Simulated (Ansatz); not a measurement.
# Na11S5: the cost of one run

Program: Ansatz 0.2.0. Level of theory: DFT PBE, scalar-relativistic, plane waves, PAW. These are calculated values, not measurements.

5 further runs of the same task are left out: 2 that didn't finish, 3 set aside as unsound or not needed.

## 1. Starting point

It takes space group Fm-3m (No. 225, cubic). The conventional cell has a = 6.567 Å, b = 6.567 Å, c = 6.567 Å, α = 90.00°, β = 90.00°, γ = 90.00°. Na (site symmetry -43m) has 4 S at 2.84 Å as nearest neighbours. S (site symmetry m-3m) is surrounded by 8 Na at 2.84 Å.

Structure file:

```xyz
3
Lattice="0.0000 3.2836 3.2836 3.2836 0.0000 3.2836 3.2836 3.2836 0.0000" Properties=species:S:1:pos:R:3 pbc="T T T"
Na    1.6418    1.6418    1.6418
Na    4.9254    4.9254    4.9254
S     0.0000    0.0000    0.0000
```

It goes back to an entry of the Materials Project, which need not be the stable form.

It is the result of an earlier relaxation at this level (volume 23.60 Å³/atom; gap on the mesh: 2.45 eV).

The host's static dielectric tensor, from an earlier linear-response run, has a mean of 7.04.

The perfect supercell (rows 1 1 -3; 1 1 1; 1 -3 1 in vectors of this cell) comes from an earlier run at this level (48 atoms, E(σ→0) -62050.2898 eV, gap 3.13 eV on its own mesh).

## 2. Making the defect

The atom at (0.000, 0.000, 0.000) of the supercell is replaced. The other atoms start on their ideal sites. Its neighbours are 8 Na at 2.84 Å.

## 3. Relaxing the defect, charge 0

File input.yaml:

```yaml
crystal:
  lattice:
    - [-6.5672503468, -6.5672503468, 6.5672503468]
    - [6.5672503468, 6.5672503468, 6.5672503468]
    - [-6.5672503468, 6.5672503468, -6.5672503468]
  atoms:
    - { symbol: Na, position: [0.0, 0.25, 0.0], spin: 0.111 }
    - { symbol: Na, position: [0.25, 0.25, 0.75] }
    - { symbol: Na, position: [0.0, 0.5, 0.75] }
    - { symbol: Na, position: [0.5, 0.25, 0.5] }
    - { symbol: Na, position: [0.25, 0.5, 0.5] }
    - { symbol: Na, position: [0.0, 0.75, 0.5] }
    - { symbol: Na, position: [0.75, 0.25, 0.25] }
    - { symbol: Na, position: [0.5, 0.5, 0.25] }
    - { symbol: Na, position: [0.25, 0.75, 0.25] }
    - { symbol: Na, position: [0.0, 0.0, 0.25], spin: 0.111 }
    - { symbol: Na, position: [0.75, 0.5, 0.0] }
    - { symbol: Na, position: [0.5, 0.75, 0.0] }
    - { symbol: Na, position: [0.25, 0.0, 0.0], spin: 0.111 }
    - { symbol: Na, position: [0.75, 0.75, 0.75], spin: 0.111 }
    - { symbol: Na, position: [0.5, 0.0, 0.75] }
    - { symbol: Na, position: [0.75, 0.0, 0.5] }
    - { symbol: Na, position: [0.0, 0.75, 0.0], spin: 0.111 }
    - { symbol: Na, position: [0.25, 0.75, 0.75] }
    - { symbol: Na, position: [0.0, 0.0, 0.75], spin: 0.111 }
    - { symbol: Na, position: [0.5, 0.75, 0.5] }
    - { symbol: Na, position: [0.25, 0.0, 0.5] }
    - { symbol: Na, position: [0.0, 0.25, 0.5] }
    - { symbol: Na, position: [0.75, 0.75, 0.25] }
    - { symbol: Na, position: [0.5, 0.0, 0.25] }
    - { symbol: Na, position: [0.25, 0.25, 0.25], spin: 0.111 }
    - { symbol: Na, position: [0.0, 0.5, 0.25] }
    - { symbol: Na, position: [0.75, 0.0, 0.0], spin: 0.111 }
    - { symbol: Na, position: [0.5, 0.25, 0.0] }
    - { symbol: Na, position: [0.25, 0.5, 0.0] }
    - { symbol: Na, position: [0.75, 0.25, 0.75] }
    - { symbol: Na, position: [0.5, 0.5, 0.75] }
    - { symbol: Na, position: [0.75, 0.5, 0.5] }
    - { symbol: Na, position: [0.0, 0.0, 0.0], spin: 0.111 }
    - { symbol: S, position: [0.25, 0.0, 0.75] }
    - { symbol: S, position: [0.0, 0.25, 0.75] }
    - { symbol: S, position: [0.5, 0.0, 0.5] }
    - { symbol: S, position: [0.25, 0.25, 0.5] }
    - { symbol: S, position: [0.0, 0.5, 0.5] }
    - { symbol: S, position: [0.75, 0.0, 0.25] }
    - { symbol: S, position: [0.5, 0.25, 0.25] }
    - { symbol: S, position: [0.25, 0.5, 0.25] }
    - { symbol: S, position: [0.0, 0.75, 0.25] }
    - { symbol: S, position: [0.75, 0.25, 0.0] }
    - { symbol: S, position: [0.5, 0.5, 0.0] }
    - { symbol: S, position: [0.25, 0.75, 0.0] }
    - { symbol: S, position: [0.75, 0.5, 0.75] }
    - { symbol: S, position: [0.5, 0.75, 0.75] }
    - { symbol: S, position: [0.75, 0.75, 0.5] }
  host:
    lattice:
      - [0.0, 3.2836251734, 3.2836251734]
      - [3.2836251734, 0.0, 3.2836251734]
      - [3.2836251734, 3.2836251734, 0.0]
    atoms:
      - { symbol: Na, position: [0.25, 0.25, 0.25] }
      - { symbol: Na, position: [0.75, 0.75, 0.75] }
      - { symbol: S, position: [0.0, 0.0, 0.0] }
basis:
  ecutwfc: 420
  xc_grid: 2
kpoints:
  mp_grid: { grid: [2, 2, 2], shift: [0.5, 0.5, 0.5] }
hamiltonian:
  xc: pbe
scf:
  occupations: { method: gaussian, width: 0.01 }
output:
  forces: true
  stress: false
  eigenvalues: true
  populations: true
  charged_corrections:
    defect_position: [0.0, 0.0, 0.0]
    epsilon: [[7.0438, 0.0, 0.0], [0.0, 7.0438, 0.0], [0.0, 0.0, 7.0438]]
  write_density: true
  write_potential: true
  elf: true
  volumetric_format: npy
magnetization:
  spin_polarized: true
relax:
  adjacent_minimum: "off"
  f_tol: 0.025
  max_steps: 45
```

Launch:

```console
> ansatz run input.yaml --threads 4 --pin off --max-ram 6144MiB --backend cpu --events-out ev --progress --plain --runs-dir out
```

**Question.** How long does this run take on 4 threads of Arm Neoverse V1, shared host, and how much memory does it need?

About 2.8 min, with a peak of 4 GiB.
